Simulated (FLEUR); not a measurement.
# How the ratio c/a moves the moments of NiO

How does the ratio c/a change the magnetic state of NiO?

Program: FLEUR MaX-R8.1. Level of theory: PBE with U = 6 eV on Ni d; all-electron FLAPW, Dirac cores, scalar-relativistic bands. Results are calculated unless marked as measured.

### 1. Starting point

The structure is cubic, space group Fm-3m (No. 225). Conventional cell: a = 4.172 Å, b = 4.172 Å, c = 4.172 Å, α = 90.00°, β = 90.00°, γ = 90.00°. Nearest to Ni lie 6 O at 2.09 Å. O has 6 Ni at 2.09 Å nearest. Farther neighbours and most contacts between anions are not listed.

Coordinates:

```
Ni O
1.0
     0.00000    2.08590    2.08590
     2.08590    0.00000    2.08590
     2.08590    2.08590    0.00000
Ni O
1 1
Direct
  0.00000 0.00000 0.00000
  0.50000 0.50000 0.50000
```

### 2. Factor 1, start ferro +

The scan starts at the cell as given. A Hubbard U acts on the open shell, since semilocal functionals spread its electrons too much.

Lengths along (0, 0, 1) take the factor and those normal to it its inverse root, so the volume stays. Atoms keep their fractional places. Spheres, Kmax and the mesh are the same at all points, the spheres being those of the tightest cell. inpgen writes inp.xml from crystal.txt; cutoffs, mixing, functional, smearing and local orbitals are then set in the file. The k list default-1 (kpts.xml, not shown) is a Γ-centred 8×8×8 mesh; where the ranks do not divide the number of points, some are split in two of half the weight.

File inp.xml:

```
<?xml version="1.0" encoding="UTF-8" standalone="no"?>
<fleurInput fleurInputVersion="0.39">
   <comment>
      NiO
   </comment>
   <calculationSetup>
      <cutoffs Kmax="4.4" Gmax="13.2" GmaxXC="13.2" numbands="0"/>
      <scfLoop itmax="110" minDistance="0.0001" maxIterBroyd="15" imix="Anderson" alpha="0.05" precondParam="0.0" spinf="2.0" sdNocoIR="T"/>
      <coreElectrons ctail="T" frcor="F" kcrel="0" coretail_lmax="0"/>
      <xcFunctional name="pbe" relativisticCorrections="F"/>
      <magnetism jspins="2"/>
      <soc l_soc="F" theta="0.0" phi="0.0" spav="F"/>
      <expertModes spex="0" secvar="F"/>
      <geometryOptimization l_f="F" forcealpha="1.0" forcemix="BFGS" epsdisp="0.00001" epsforce="0.00001"/>
      <ldaU l_linMix="F" mixParam="0.05" spinf="1.0"/>
   </calculationSetup>
   <cell>
      <bzIntegration valenceElectrons="24.0" mode="hist" fermiSmearingEnergy="0.00183747">
         <kPointListSelection listName="default-1"/>
         <xi:include xmlns:xi="http://www.w3.org/2001/XInclude" href="kpts.xml"> </xi:include>
      </bzIntegration>
      <xi:include xmlns:xi="http://www.w3.org/2001/XInclude" href="sym.xml"> </xi:include>
      <bulkLattice scale="1.0">
         <bravaisMatrix>
            <row-1>    0.0000000000000000     3.9417828250996005     3.9417828250996005</row-1>
            <row-2>    3.9417828250996005     0.0000000000000000     3.9417828250996005</row-2>
            <row-3>    3.9417828250996005     3.9417828250996005     0.0000000000000000</row-3>
         </bravaisMatrix>
      </bulkLattice>
   </cell>
   <atomSpecies>
      <species name="Nickel (Ni2.000" element="Ni" atomicNumber="28">
         <mtSphere radius="2.21" gridPoints="731" logIncrement="0.017"/>
         <atomicCutoffs lmax="8" lnonsphr="6"/>
         <electronConfig flipSpins="F">
            <coreConfig>(1s1/2) (2s1/2) (2p1/2) (2p3/2)</coreConfig>
            <valenceConfig>(3s1/2) (3p1/2) (3p3/2) (4s1/2) (3d3/2) (3d5/2)</valenceConfig>
            <stateOccupation state="(3d3/2)" spinUp="2.0" spinDown="1.2"/>
            <stateOccupation state="(3d5/2)" spinUp="3.0" spinDown="1.8"/>
         </electronConfig>
         <energyParameters s="4" p="4" d="3" f="4"/>
         <ldaU l="2" U="6.0" J="0.0" l_amf="F"/>
         <lo type="SCLO" l="0" n="3" eDeriv="0"/>
         <lo type="SCLO" l="1" n="3" eDeriv="0"/>
      </species>
      <species name="Oxygen (O)" element="O" atomicNumber="8">
         <mtSphere radius="1.25" gridPoints="415" logIncrement="0.025"/>
         <atomicCutoffs lmax="6" lnonsphr="4"/>
         <electronConfig flipSpins="F">
            <coreConfig>(1s1/2)</coreConfig>
            <valenceConfig>(2s1/2) (2p1/2) (2p3/2)</valenceConfig>
            <stateOccupation state="(2p1/2)" spinUp="0.666667" spinDown="0.666667"/>
            <stateOccupation state="(2p3/2)" spinUp="1.333333" spinDown="1.333333"/>
         </electronConfig>
         <energyParameters s="2" p="2" d="3" f="4"/>
      </species>
   </atomSpecies>
   <atomGroups>
      <atomGroup species="Nickel (Ni2.000">
         <relPos label="                   1">.0000000000 .0000000000 .0000000000</relPos>
         <force calculate="T" relaxXYZ="TTT"/>
      </atomGroup>
      <atomGroup species="Oxygen (O)">
         <relPos label="                   2">1.000/2.000 1.000/2.000 1.000/2.000</relPos>
         <force calculate="T" relaxXYZ="TTT"/>
      </atomGroup>
   </atomGroups>
   <output dos="F" band="F" slice="F">
      <bandDOS minEnergy="-.5*Htr" maxEnergy="0.5*Htr" sigma="0.015" storeEVData="T"/>
      <plotting iplot="0" polar="F">
         <plot TwoD="T" vec1="  1.0  0.0  0.0" vec2="  0.0  1.0  0.0" vec3="  0.0  0.0  1.0" zero="  0.0  0.0  0.0" file="plot"/>
      </plotting>
      <moessbauerParams electricFieldGradient="F" isomerShift="F" coreHyperfine="F" valenceHyperfine="F"/>
   </output>
</fleurInput>
```

File crystal.txt:

```
NiO
&input film=F cartesian=F /
0.00000000000  2.08590164140  2.08590164140
2.08590164140  0.00000000000  2.08590164140
2.08590164140  2.08590164140  0.00000000000
1.8897261246
1.0 1.0 1.0

2
28 0.00000000000  0.00000000000  0.00000000000 : 2.000
8 0.50000000000  0.50000000000  0.50000000000

&kpt div1=8 div2=8 div3=8 gamma=T /
```

Started as:

```sh
$ OMP_NUM_THREADS=1 inpgen -f crystal.txt > inpgen.log  # inp.xml is then edited as shown
$ OMP_NUM_THREADS=1 mpirun -n 4 fleur_MPI > fleur.log
```

Output:

```text
Welcome to FLEUR        (www.flapw.de)
      MaX-Release 8.1          (www.max-centre.eu)

 ========== k-point set info ==========
 Selected k-point list: default-1
 k-point list type: mesh
 0 x 0 x 0
 Number of k points: 32

 ------------Calculation Setup---------------------------
 Number of MPI-tasks      :            4
 Number of PE/node        :            4
 Number of OMP-threads    :            1
 k-points in parallel     :            4
 pe's per k-point         :            1
 No of k-point loops      :            8
 Eigenvalue solver        :       lapack
 Number of basis functions:          202
 Approximate size of matrices (H+S) per k-point:         0.001 GB
 --------------------------------------------------------
 no density matrix found ... skipping LDA+U
 Reset of history
 Iteration:     1   Distance:      27.61656257 me/bohr^3
 Iteration:     2   Distance:      38.07164412 me/bohr^3
 Iteration:     3   Distance:      36.06410640 me/bohr^3
 Iteration:     4   Distance:      17.66050706 me/bohr^3
 Iteration:     5   Distance:       7.97080082 me/bohr^3
 Iteration:     6   Distance:       6.96707774 me/bohr^3
 Iteration:     7   Distance:       1.06111074 me/bohr^3
 Iteration:     8   Distance:       1.31526455 me/bohr^3
 Iteration:     9   Distance:       0.24827550 me/bohr^3
 Iteration:    10   Distance:       0.23417142 me/bohr^3
 Iteration:    11   Distance:       0.06367810 me/bohr^3
 Iteration:    12   Distance:       0.05036393 me/bohr^3
 Iteration:    13   Distance:       0.00475859 me/bohr^3
 Iteration:    14   Distance:       0.00477782 me/bohr^3
 Iteration:    15   Distance:       0.00101108 me/bohr^3
 Iteration:    16   Distance:       0.00026016 me/bohr^3
 Iteration:    17   Distance:       0.00024646 me/bohr^3
 Iteration:    18   Distance:       0.00015599 me/bohr^3
 Iteration:    19   Distance:       0.00002629 me/bohr^3

 ********************************************************************
 Run finished successfully
 Stop message:
   all done
 ********************************************************************

--- out.xml (last complete iteration) ---
<iteration numberForCurrentRun="   19" overallNumber="   19">
         [... left out ...]
         <bandgap value="2.3518386506" units="eV"/>
         <sumValenceSingleParticleEnergies value="-17.7969703970" units="Htr"/>
         <FermiEnergy value="0.2972531270" units="Htr"/>
         <valenceDensity>
            <mtCharges spin="1">
               <mtCharge atomType="1" total="9.2071506" s="1.1418570" p="3.1531923" d="4.8796389" f="0.0248026"/>
               <mtCharge atomType="2" total="2.0249998" s="0.6163677" p="1.4064866" d="0.0019153" f="0.0001977"/>
            </mtCharges>
            <mtCharges spin="2">
               <mtCharge atomType="1" total="7.4164290" s="1.1304184" p="3.1416269" d="3.1145175" f="0.0231235"/>
               <mtCharge atomType="2" total="1.8687684" s="0.5953080" p="1.2722518" d="0.0010485" f="0.0001338"/>
            </mtCharges>
            <spinDependentCharge spin="1" total="13.0000000" interstitial="1.7678496" mtSpheres="11.2321504"/>
            <spinDependentCharge spin="2" total="11.0000000" interstitial="1.7148026" mtSpheres="9.2851974"/>
            <totalCharge value="24.0000000000"/>
         </valenceDensity>
         [... left out ...]
         <magneticMomentsInMTSpheres units="muBohr">
            <globalMagMoment atomType="1" vec="0.00000   0.00000   1.79072"/>
            <localMagMoment atomType="1" vec="0.00000   0.00000   1.79072"/>
            <globalMagMoment atomType="2" vec="0.00000   0.00000   0.15623"/>
            <localMagMoment atomType="2" vec="0.00000   0.00000   0.15623"/>
         </magneticMomentsInMTSpheres>
         [... left out ...]
         <totalEnergy value="    -1595.9599468709" units="Htr">
            <sumOfEigenvalues value="     -910.1875151665">
               <coreElectrons value="-892.3905447695"/>
               <valenceElectrons value="-17.7969703970"/>
            </sumOfEigenvalues>
            <densityCoulombPotentialIntegral value="-2435.8975935496"/>
            <densityEffectivePotentialIntegral value="-2529.5683819180"/>
            <chargeDenXCDenIntegral value="-72.1919964399"/>
            <FockExchangeEnergyValence value="0.0000000000"/>
            <FockExchangeEnergyCore value="0.0000000000"/>
         [... left out ...]
            <dftUCorrection value="-0.8308150251"/>
            <tkbTimesEntropy value="0.0000000000"/>
            <freeEnergy value="-1595.9599468709"/>
            <extrapolationTo0K value="-1595.9599468709"/>
         </totalEnergy>
         [... left out ...]
         <ldaUDensityMatrixConvergence>
            <distance spin="1" distance="0.000000"/>
            <distance spin="2" distance="0.000000"/>
         </ldaUDensityMatrixConvergence>
         <densityConvergence units="me/bohr^3">
            <chargeDensity spin="1" distance="0.0000119256"/>
            <chargeDensity spin="2" distance="0.0000175302"/>
            <overallChargeDensity distance="0.0000262945"/>
            <spinDensity distance="0.0000144103"/>
         </densityConvergence>
      </iteration>
```

Wall time 7.4 s (4 MPI ranks of Arm Neoverse V2, shared host); peak memory 0.19 GiB.

Read from the output:

```
free energy                                                       : -43428.2825 eV
program's band gap on this mesh (in a metal only a level spacing) : 2.352 eV
magnetization                                                     : 2 μB
final state                                                       : ferromagnetic
largest moment                                                    : 1.791 μB
```

After 19 cycles the largest moment stands at 1.79 μB.

### 3. Factor 1, start antiferro q=(0,1/2,1/2) +-

The k list default-1 (kpts.xml, not shown) is a Γ-centred 8×4×8 mesh.

Changes to inp.xml since step 2:

```diff
@@ -17,3 +17,3 @@
    <cell>
-      <bzIntegration valenceElectrons="24.0" mode="hist" fermiSmearingEnergy="0.00183747">
+      <bzIntegration valenceElectrons="48.0" mode="hist" fermiSmearingEnergy="0.00183747">
          <kPointListSelection listName="default-1"/>
@@ -25,4 +25,4 @@
             <row-1>    0.0000000000000000     3.9417828250996005     3.9417828250996005</row-1>
-            <row-2>    3.9417828250996005     0.0000000000000000     3.9417828250996005</row-2>
-            <row-3>    3.9417828250996005     3.9417828250996005     0.0000000000000000</row-3>
+            <row-2>    7.8835656501992011     0.0000000000000000     7.8835656501992011</row-2>
+            <row-3>    7.8835656501992011     3.9417828250996005     3.9417828250996005</row-3>
          </bravaisMatrix>
@@ -39,2 +39,16 @@
             <stateOccupation state="(3d5/2)" spinUp="3.0" spinDown="1.8"/>
+         </electronConfig>
+         <energyParameters s="4" p="4" d="3" f="4"/>
+         <ldaU l="2" U="6.0" J="0.0" l_amf="F"/>
+         <lo type="SCLO" l="0" n="3" eDeriv="0"/>
+         <lo type="SCLO" l="1" n="3" eDeriv="0"/>
+      </species>
+      <species name="Nickel (Ni-2.000" element="Ni" atomicNumber="28">
+         <mtSphere radius="2.21" gridPoints="731" logIncrement="0.017"/>
+         <atomicCutoffs lmax="8" lnonsphr="6"/>
+         <electronConfig flipSpins="F">
+            <coreConfig>(1s1/2) (2s1/2) (2p1/2) (2p3/2)</coreConfig>
+            <valenceConfig>(3s1/2) (3p1/2) (3p3/2) (4s1/2) (3d3/2) (3d5/2)</valenceConfig>
+            <stateOccupation state="(3d3/2)" spinUp="1.2" spinDown="2.0"/>
+            <stateOccupation state="(3d5/2)" spinUp="1.8" spinDown="3.0"/>
          </electronConfig>
@@ -62,4 +76,12 @@
       </atomGroup>
+      <atomGroup species="Nickel (Ni-2.000">
+         <relPos label="                   2">.0000000000 1.000/2.000 .0000000000</relPos>
+         <force calculate="T" relaxXYZ="TTT"/>
+      </atomGroup>
       <atomGroup species="Oxygen (O)">
-         <relPos label="                   2">1.000/2.000 1.000/2.000 1.000/2.000</relPos>
+         <relPos label="                   3">1.000/2.000 .0000000000 1.000/2.000</relPos>
+         <force calculate="T" relaxXYZ="TTT"/>
+      </atomGroup>
+      <atomGroup species="Oxygen (O)">
+         <relPos label="                   4">1.000/2.000 1.000/2.000 1.000/2.000</relPos>
          <force calculate="T" relaxXYZ="TTT"/>
```

File crystal.txt:

```
NiO
&input film=F cartesian=F /
0.00000000000  2.08590164140  2.08590164140
4.17180328280  0.00000000000  4.17180328280
4.17180328280  2.08590164140  2.08590164140
1.8897261246
1.0 1.0 1.0

4
28 0.00000000000  0.00000000000  0.00000000000 : 2.000
28 0.00000000000  0.50000000000  0.00000000000 : -2.000
8 0.50000000000  0.00000000000  0.50000000000
8 0.50000000000  0.50000000000  0.50000000000

&kpt div1=8 div2=4 div3=8 gamma=T /
```

Output:

```text
[banner, memory and clock lines left out]
Welcome to FLEUR        (www.flapw.de)
      MaX-Release 8.1          (www.max-centre.eu)

 ========== k-point set info ==========
 Selected k-point list: default-1
 k-point list type: mesh
 0 x 0 x 0
 Number of k points: 80

 [... set-up left out ...]
 no density matrix found ... skipping LDA+U
 Reset of history
 Iteration:     1   Distance:      30.36555907 me/bohr^3
 Iteration:     2   Distance:      38.33116137 me/bohr^3
 Iteration:     3   Distance:      35.99637649 me/bohr^3
 Iteration:     4   Distance:      17.83075908 me/bohr^3
 Iteration:     5   Distance:       7.37479316 me/bohr^3
 Iteration:     6   Distance:       7.18372256 me/bohr^3
 Iteration:     7   Distance:       1.29402004 me/bohr^3
 Iteration:     8   Distance:       0.91301814 me/bohr^3
[... lines left out ...]
 Iteration:    13   Distance:       0.00371864 me/bohr^3
 Iteration:    14   Distance:       0.00167199 me/bohr^3
 Iteration:    15   Distance:       0.00094747 me/bohr^3
 Iteration:    16   Distance:       0.00013270 me/bohr^3
 Iteration:    17   Distance:       0.00012593 me/bohr^3
 Iteration:    18   Distance:       0.00008115 me/bohr^3

 ********************************************************************
 Run finished successfully
 Stop message:
   all done
 ********************************************************************

--- out.xml (last complete iteration) ---
<iteration numberForCurrentRun="   18" overallNumber="   18">
         [... left out ...]
         <bandgap value="2.4115533630" units="eV"/>
         <sumValenceSingleParticleEnergies value="-35.6129693337" units="Htr"/>
         <FermiEnergy value="0.3012147917" units="Htr"/>
         [... left out ...]
         <magneticMomentsInMTSpheres units="muBohr">
            <globalMagMoment atomType="1" vec="0.00000   0.00000   1.79975"/>
            <globalMagMoment atomType="2" vec="0.00000   0.00000  -1.79975"/>
            <globalMagMoment atomType="3" vec="0.00000   0.00000  -0.05296"/>
            <globalMagMoment atomType="4" vec="0.00000   0.00000   0.05296"/>
         </magneticMomentsInMTSpheres>
         [... left out ...]
         <totalEnergy value="    -3191.9192201499" units="Htr">
            <sumOfEigenvalues value="    -1820.4097018878">
               <coreElectrons value="-1784.7967325542"/>
               <valenceElectrons value="-35.6129693337"/>
            </sumOfEigenvalues>
         [... left out ...]
            <freeEnergy value="-3191.9192201499"/>
            <extrapolationTo0K value="-3191.9192201499"/>
         </totalEnergy>
         [... left out ...]
         <ldaUDensityMatrixConvergence>
            <distance spin="1" distance="0.000001"/>
            <distance spin="2" distance="0.000001"/>
         </ldaUDensityMatrixConvergence>
         <densityConvergence units="me/bohr^3">
            <chargeDensity spin="1" distance="0.0000429694"/>
            <chargeDensity spin="2" distance="0.0000429697"/>
            <overallChargeDensity distance="0.0000811456"/>
            <spinDensity distance="0.0000283005"/>
         </densityConvergence>
      </iteration>
```

Wall time 46 s (4 MPI ranks); peak memory 0.32 GiB.

Spin moment in the muffin-tin sphere by atom:

```
atom  spin moment in the muffin-tin sphere (μB)
 Ni1                                       1.80
 Ni2                                      -1.80
  O3                                      -0.05
  O4                                       0.05
```

Read from the output:

```
free energy                                                       : -86856.5468 eV
program's band gap on this mesh (in a metal only a level spacing) : 2.412 eV
magnetization                                                     : 0 μB
final state                                                       : antiferromagnetic
```

After 18 cycles the largest moment stands at 1.80 μB.

(Continued in part 2 of 2.)

[Logs and program files are shortened in this print: banners, set-up blocks, solver, clock and traceback lines can be left out without a mark of their own.]

[Logs are printed without paths, hosts, clocks, repeated set-up lines and the standing remarks that a program may print on its own settings, such as how far it seeks lower states.]

[Hosts, paths, dates, database ids (printed as entryN), source tags and the programs' standing remarks are cut or masked in the printed files.]

[Where a cell is said to come from a database of computed structures, the database is the Materials Project.]
